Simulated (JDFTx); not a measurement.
P:

```
P
1.0
     1.72573    0.99635    3.12968
    -1.72573    0.99635    3.12968
     0.00000   -1.99270    3.12968
P
2
Direct
  0.77292 0.77292 0.77292
  0.22708 0.22708 0.22708
```

This isn't the form of P at room conditions, which is orthorhombic.

- Program: JDFTx 1.7.0 (patched build)
- Task: single point
- Functional: PBE
- Potentials or basis: PseudoDojo-SR-PBE-0.5-standard
- Cutoff: 599 eV
- Density cutoff: 2395 eV
- k mesh: 9 × 9 × 9
- Occupations: fermi-dirac, width 0.05 eV
- Spin: no spin polarisation

On this cell: pressure 1.9 GPa; largest force 0.250 eV/Å; band gap on the k mesh none (metal or under the smearing width).

The same run follows on a disturbed copy (atoms moved at random, drawn with an rms of 0.05 Å):

```
P
1.0
     1.72573    0.99635    3.12968
    -1.72573    0.99635    3.12968
     0.00000   -1.99270    3.12968
P
2
Direct
  0.76363 0.77121 0.76339
  0.22196 0.22899 0.22684
```

Question: What does the disturbed cell give?

Answer: The energy (extrapolated to zero smearing) moves by -0.6 meV/atom; pressure 0.1 GPa; largest force 0.207 eV/Å; band gap on the k mesh none (metal or under the smearing width).

Forces on the atoms (eV/Å):
```
P    0.004 -0.043  0.203
P   -0.004  0.043 -0.203
```

Stress tensor (GPa, compression positive):
```
 0.93 -0.01 -0.01
-0.01  0.83  0.17
-0.01  0.17 -1.43
```

Caveats: forces may be off by hundredths of an eV/Å; the empty levels aren't tightly converged.
